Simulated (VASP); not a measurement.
# I (I4/mmm) in VASP: further runs, part 2 of 3

VASP 6.6.1. Earlier steps stand in the parts before.

## 4. Single point, PBE

File run.py:

```python
from ase.calculators.vasp import Vasp
from ase.dft.bandgap import bandgap
from ase.io import read

atoms = read('I.cif', primitive_cell=True, subtrans_included=False)
calc = Vasp(
    directory='calc',
    xc='pbe',
    pp='PBE',
    setups='recommended',
    prec='Accurate',
    encut=520,
    ediff=1e-06,
    ismear=0,
    sigma=0.05,
    lreal=False,
    lasph=True,
    nelm=60,
    algo='Normal',
    isif=2,
    lwave=False,
    lcharg=False,
    kpts=[11, 11, 11],
    gamma=True,
)
atoms.calc = calc

print('energy (eV):', atoms.get_potential_energy())
print('free energy (eV):', atoms.get_potential_energy(force_consistent=True))
print('forces (eV/A):')
print(atoms.get_forces())
print('stress (eV/A^3, Voigt):', atoms.get_stress())
print('Fermi level (eV):', calc.get_fermi_level())
gap, top, bottom = bandgap(calc)
print('band gap (eV):', gap, 'from (spin, k, band)', top, 'to', bottom)
```

File I.cif:

```cif
data_I
_cell_length_a 3.23491200
_cell_length_b 3.23491200
_cell_length_c 8.52961600
_cell_angle_alpha 90.00000000
_cell_angle_beta 90.00000000
_cell_angle_gamma 90.00000000
_space_group_name_H-M_alt 'I4/mmm'
_space_group_name_Hall '-I 4 2'
_space_group_IT_number 139
loop_
_space_group_symop_operation_xyz
'x,y,z'
'-x,-y,-z'
'-y,x,z'
'y,-x,-z'
'-x,-y,z'
'x,y,-z'
'y,-x,z'
'-y,x,-z'
'x,-y,-z'
'-x,y,z'
'-y,-x,-z'
'y,x,z'
'-x,y,-z'
'x,-y,z'
'y,x,-z'
'-y,-x,z'
'x+1/2,y+1/2,z+1/2'
'-x+1/2,-y+1/2,-z+1/2'
'-y+1/2,x+1/2,z+1/2'
'y+1/2,-x+1/2,-z+1/2'
'-x+1/2,-y+1/2,z+1/2'
'x+1/2,y+1/2,-z+1/2'
'y+1/2,-x+1/2,z+1/2'
'-y+1/2,x+1/2,-z+1/2'
'x+1/2,-y+1/2,-z+1/2'
'-x+1/2,y+1/2,z+1/2'
'-y+1/2,-x+1/2,-z+1/2'
'y+1/2,x+1/2,z+1/2'
'-x+1/2,y+1/2,-z+1/2'
'x+1/2,-y+1/2,z+1/2'
'y+1/2,x+1/2,-z+1/2'
'-y+1/2,-x+1/2,z+1/2'
loop_
_atom_site_label
_atom_site_type_symbol
_atom_site_symmetry_multiplicity
_atom_site_Wyckoff_symbol
_atom_site_fract_x
_atom_site_fract_y
_atom_site_fract_z
_atom_site_occupancy
I1 I 2 a 0.0000000000 0.0000000000 0.0000000000 1
```

Command:

```bash
> python run.py
```

It took 25 s on 1 thread of Intel Xeon Platinum 8559C (Emerald Rapids), shared host; peak memory 0.22 GiB.

Results (log left out):

- Free energy: -1.4182 eV
- Pressure: 0.1 GPa
- Band gap on the k mesh: none (metal or under the smearing width)

Levels at points of the mesh, in eV from the Fermi level:
| k point | band 1 | band 2 | band 3 | band 4 | band 5 | band 6 |
| --- | --- | --- | --- | --- | --- | --- |
| (0.00, 0.00, 0.00) | -13.80 | -2.36 | 0.77 | 0.77 | 4.16 | 7.27 |

Caveat: an odd number of electrons without spin polarisation forces a metal; a magnetic or distorted state may lie lower. Spin-orbit coupling is left out, which matters for the levels of I.

## 5. Single point, BLYP+D3

File INCAR:

```
AGGAC = 1.0
AGGAX = 1.0
ALDAC = 0.0
ALDAX = 1.0
ALGO = Normal
EDIFF = 1E-7
ENCUT = 520
GGA = B5
ISIF = 2
ISMEAR = 0
IVDW = 11
LASPH = T
LCHARG = T
LELF = T
LREAL = F
LVHAR = T
LWAVE = F
MAXMIX = 5
NBANDS = 10
NELECT = 7.02
NELM = 60
PREC = Accurate
SIGMA = 0.1
VDW_S6 = 1.0
VDW_S8 = 1.682
VDW_SR = 1.094
VDW_SR8 = 1.0
```

File KPOINTS:

```
k-points
0
Gamma
  11 11 11
```

File POSCAR:

```
I
1.0
   -1.6174560000      1.6174560000      4.2648080000
    1.6174560000     -1.6174560000      4.2648080000
    1.6174560000      1.6174560000     -4.2648080000
I
1
Direct
    0.0000000000      0.0000000000      0.0000000000
```

Potentials or basis: VASP PAW PBE potentials, release 64 (I).

Command:

```bash
> cat potpaw_PBE.64/I/POTCAR > POTCAR
> mpirun -np 1 vasp_std > vasp.out
```

OUTCAR:

```text
EDIFF = 1E-7
   ENCUT = 520
   GGA = B5
   ISIF = 2
   ISMEAR = 0
   IVDW = 11
   LASPH = T
   LREAL = F
   NELECT = 7.02
   NELM = 60
   PREC = Accurate
 IVDW          = 11

 ion  position               nearest neighbor table
   1  0.000  0.000  0.000-

  LATTYP: Found a body centered tetragonal cell.
 ALAT       =     3.2349120000
 C/A-ratio  =     2.6367381864

  Lattice vectors:

 A1 = (  -1.6174560000,   1.6174560000,   4.2648080000)
 A2 = (   1.6174560000,  -1.6174560000,   4.2648080000)
 A3 = (   1.6174560000,   1.6174560000,  -4.2648080000)

Analysis of symmetry for initial positions (statically):
=====================================================================
 Subroutine PRICEL returns:
 Original cell was already a primitive cell.

 Routine SETGRP: Setting up the symmetry group for a
 body centered tetragonal supercell.

 Subroutine GETGRP returns: Found 16 space group operations
 (whereof 16 operations were pure point group operations)
 out of a pool of 16 trial point group operations.

The static configuration has the point symmetry D_4h.

Analysis of symmetry for dynamics (positions and initial velocities):
=====================================================================
 Subroutine PRICEL returns:
 Original cell was already a primitive cell.

 Routine SETGRP: Setting up the symmetry group for a
 body centered tetragonal supercell.

 Subroutine GETGRP returns: Found 16 space group operations
 (whereof 16 operations were pure point group operations)
 out of a pool of 16 trial point group operations.

The dynamic configuration has the point symmetry D_4h.

 Subroutine INISYM returns: Found 16 space group operations
 (whereof 16 operations are pure point group operations),
 and found     1 'primitive' translations

----------------------------------------------------------------------------------------

                                     Primitive cell

  volume of cell :      44.6297

  direct lattice vectors                    reciprocal lattice vectors
    -1.617456000  1.617456000  4.264808000     0.000000000  0.309127420  0.117238572
     1.617456000 -1.617456000  4.264808000     0.309127420  0.000000000  0.117238572
     1.617456000  1.617456000 -4.264808000     0.309127420  0.309127420  0.000000000

  length of vectors
     4.839515999  4.839515999  4.839515999     0.330612529  0.330612529  0.437172190

  position of ions in fractional coordinates (direct lattice)
     0.000000000  0.000000000  0.000000000

  ion indices of the primitive-cell ions
   primitive index   ion index
                 1           1

----------------------------------------------------------------------------------------

 KPOINTS: k-points

Automatic generation of k-mesh.
 Grid dimensions read from file:
 generate k-points for:   11   11   11

 Generating k-lattice:

  Cartesian coordinates                     Fractional coordinates (reciprocal lattice)
     0.000000000  0.028102493  0.010658052     0.090909091  0.000000000  0.000000000
     0.028102493  0.000000000  0.010658052     0.000000000  0.090909091  0.000000000
     0.028102493  0.028102493  0.000000000     0.000000000  0.000000000  0.090909091

  Length of vectors
     0.030055684  0.030055684  0.039742926

  Shift w.r.t. Gamma in fractional coordinates (k-lattice)
     0.000000000  0.000000000  0.000000000

 Subroutine IBZKPT returns following result:
 ===========================================

 Found    126 irreducible k-points:

 Following reciprocal coordinates:
            Coordinates               Weight
  0.000000  0.000000  0.000000      1.000000
  0.090909 -0.000000  0.000000      8.000000
  0.181818  0.000000  0.000000      8.000000
  0.272727  0.000000  0.000000      8.000000
  0.363636 -0.000000  0.000000      8.000000
  0.454545  0.000000  0.000000      8.000000
[... 42 lines left out ...]
 -0.090909  0.181818  0.090909      8.000000
  0.272727  0.272727  0.090909      8.000000
 [... further k-points ...]
   k-points           NKPTS =    126   k-points in BZ     NKDIM =    126   number of bands    NBANDS=     10
   number of dos      NEDOS =    301   number of ions     NIONS =      1
   total plane-waves  NPLWV =  46656
   dimension x,y,z NGX =    36 NGY =   36 NGZ =   36
   dimension x,y,z NGXF=    72 NGYF=   72 NGZF=   72
   ions per type =               1
   NGX,Y,Z   is equivalent  to a cutoff of  12.37, 12.37, 12.37 a.u.
   NGXF,Y,Z  is equivalent  to a cutoff of  24.73, 24.73, 24.73 a.u.
 SYSTEM =  unknown system
   PREC   = accura    normal or accurate (medium, high low for compatibility)
   ISTART =      0    job   : 0-new  1-cont  2-samecut
   ICHARG =      2    charge: 1-file 2-atom 10-const
   ISPIN  =      1    spin polarized calculation?
   LNONCOLLINEAR =      F non collinear calculations
   LSORBIT =      F    spin-orbit coupling
   LASPH  =      T    aspherical Exc in radial PAW
   ENCUT  =  520.0 eV  38.22 Ry    6.18 a.u.   9.00  9.00  9.00*2*pi/ulx,y,z
   NELM   =     60;   NELMIN=  2; NELMDL= -5     # of ELM steps
   EDIFF  = 0.1E-06   stopping-criterion for ELM
   LREAL  =      F    real-space projection
   EDIFFG = 0.1E-05   stopping-criterion for IOM
   NSW    =      0    number of steps for IOM
   IBRION =     -1    ionic relax: 0-MD 1-quasi-New 2-CG
   NFREE  =      0    steps in history (QN), initial steepest desc. (CG)
   ISIF   =      2    stress and relaxation
   ISYM   =      2    0-nonsym 1-usesym 2-fastsym
   POTIM  = 0.5000    time-step for ionic-motion
   TEBEG  =    0.0;   TEEND  =   0.0 temperature during run
   PSTRESS=    0.0 pullay stress
   NELECT =       7.0200    total number of electrons
   NUPDOWN=      -1.0000    fix difference up-down
   EMIN   =  10.00;   EMAX   =-10.00  energy-range for DOS
   EFERMI =   0.00;   METHOD = LEGACY
   ISMEAR =     0;   SIGMA  =   0.10  broadening in eV -4-tet -1-fermi 0-gaus
   EFERMI_NEDOS =   21; number of points for ismear=-14 and -15
   IALGO  =     38    algorithm
   IMIX   =      4    mixing-type and parameters
     AMIX     =   0.40;   BMIX     =  1.00
     AMIX_MAG =   1.60;   BMIX_MAG =  1.00
  volume/ion in A,a.u.               =      44.63       301.18
  Fermi-wavevector in a.u.,A,eV,Ry     =   0.883715  1.669980 10.625508  0.780953
  Thomas-Fermi vector in A             =   2.004519
   LORBIT       =      0    0 simple, 1 ext, 2 COOP (PROOUT), +10 PAW based schemes
   GGA     = B5    functional components
   LHFCALC =     F    Hartree Fock is set to
   AEXX    =    0.0000 exact exchange contribution
   IVDW    =    11    specifies the selected vdW correction
   LEPSILON=     F    determine dielectric tensor
   LRPA    =     F    only Hartree local field effects (RPA)
 non-spin polarized calculation
 Gauss-broadening in eV      SIGMA  =   0.10
  energy-cutoff  :      520.00
  volume of cell :       44.63
 maximum number of plane-waves:      1224
   NGX = 17   NGY = 17   NGZ = 17

 number of electron       7.0199999 magnetization

 Free energy of the ion-electron system (eV)
  ---------------------------------------------------
  ext. energy  EPLUGINS =         0.00000000
  ---------------------------------------------------
  free energy    TOTEN  =        -0.97759455 eV

  energy without entropy =       -0.97305609  energy(sigma->0) =       -0.97532532

 E-fermi :   3.1143     XC(G=0):  -7.3342

 val. band max:        3.1073321226   @ k =  -0.3636  -0.3636   0.2727
 cond. band min:       3.1343553505   @ k =  -0.2727  -0.2727   0.1818
 fundamental gap:      0.0270232279
 Fermi energy:         3.1143074363

 k-point     1 :       0.0000    0.0000    0.0000
  band No.  band energies     occupation
      1     -10.6886      2.00000
      2       0.7407      2.00000
      3       3.8521      0.00000
      4       3.8521      0.00000
      5       7.2464      0.00000
      6      10.5119      0.00000
      7      11.2158      0.00000
      8      15.5232      0.00000
      9      15.5232      0.00000
     10      15.6919      0.00000
[... 495 lines left out ...]
 k-point    40 :       0.3636    0.0909    0.0909
  band No.  band energies     occupation
      1      -9.0775      2.00000
      2      -1.6149      2.00000
      3       1.5749      2.00000
      4       2.6335      2.00000
      5       8.4466      0.00000
      6      10.7949      0.00000
      7      12.6707      0.00000
      8      14.2015      0.00000
      9      15.2799      0.00000
     10      15.8081      0.00000

 [... further k-points ...]

------------------------ aborting loop because EDIFF is reached ----------------------------------------

 Edisp (eV)   -0.37093

 E8    (eV) :    -0.2539

  FORCE on cell =-STRESS in cart. coord.  units (eV):
  Direction    XX          YY          ZZ          XY          YZ          ZX
  --------------------------------------------------------------------------------------
  -------------------------------------------------------------------------------------
  Total       0.72316     0.72316    -0.36095     0.00000     0.00000     0.00000
  in kB      25.96109    25.96109   -12.95770     0.00000     0.00000     0.00000
  external pressure =       12.99 kB  Pullay stress =        0.00 kB

 VOLUME and BASIS-vectors are now :
 -----------------------------------------------------------------------------
  energy-cutoff  :      520.00
  volume of cell :       44.63
      direct lattice vectors                 reciprocal lattice vectors
    -1.617456000  1.617456000  4.264808000     0.000000000  0.309127420  0.117238572
     1.617456000 -1.617456000  4.264808000     0.309127420  0.000000000  0.117238572
     1.617456000  1.617456000 -4.264808000     0.309127420  0.309127420  0.000000000

 POSITION                                       TOTAL-FORCE (eV/Angst)
 -----------------------------------------------------------------------------------
      0.00000      0.00000      0.00000        -0.000000      0.000000      0.000000
 -----------------------------------------------------------------------------------
    total drift:                                0.000000      0.000000      0.000000

  FREE ENERGIE OF THE ION-ELECTRON SYSTEM (eV)
  ---------------------------------------------------
  free  energy   TOTEN  =        -1.3485269343 eV

  energy  without entropy=       -1.3439884680  energy(sigma->0) =       -1.34625770
```

OSZICAR:

```text
N       E                     dE             d eps       ncg     rms          rms(c)
DAV:   1     0.223705973955E+02    0.22371E+02   -0.23542E+03  2520   0.484E+02
DAV:   2     0.937680236454E-01   -0.22277E+02   -0.21509E+02  3142   0.827E+01
DAV:   3    -0.996106385897E+00   -0.10899E+01   -0.10871E+01  3154   0.190E+01
DAV:   4    -0.100754558642E+01   -0.11439E-01   -0.11438E-01  3154   0.237E+00
DAV:   5    -0.100774325729E+01   -0.19767E-03   -0.19767E-03  3280   0.293E-01    0.415E+00
DAV:   6    -0.986237041997E+00    0.21506E-01   -0.15477E-02  2834   0.599E-01    0.255E+00
DAV:   7    -0.977579306120E+00    0.86577E-02   -0.33509E-02  2766   0.898E-01    0.101E-01
DAV:   8    -0.977579182031E+00    0.12409E-06   -0.14721E-03  2818   0.243E-01    0.317E-02
DAV:   9    -0.977588250898E+00   -0.90689E-05   -0.22542E-05  3256   0.367E-02    0.148E-02
DAV:  10    -0.977594470271E+00   -0.62194E-05   -0.74867E-06  2754   0.204E-02    0.300E-03
DAV:  11    -0.977594552626E+00   -0.82355E-07   -0.17751E-07  3492   0.293E-03
   1 F= -.13485269E+01 E0= -.13462577E+01  d E =-.453847E-02
```

Run time: 44 s. Hardware: 1 thread of Intel Xeon Platinum 8559C (Emerald Rapids), shared host; peak memory 0.23 GiB.

The run converged, but some of its settings lie outside the range that counts as converged (typed here: MAXMIX = 5; NELECT = 7.02), so its numbers aren't taken as properties of the crystal.

What came out:

```
Free energy                : -1.3485 eV
Band gap on the k mesh     : none (metal or under the smearing width)
Dispersion energy per atom : -0.371 eV
```

Caveat: the cell is charged against a uniform background, so pressure and absolute levels hang on convention; the PAW data sets were made with another functional, which shifts forces and pressure a little; an odd number of electrons without spin polarisation forces a metal; a magnetic or distorted state may lie lower; pairwise dispersion overbinds metals, which lowers pressure and volume.

(Continued in part 3 of 3.)
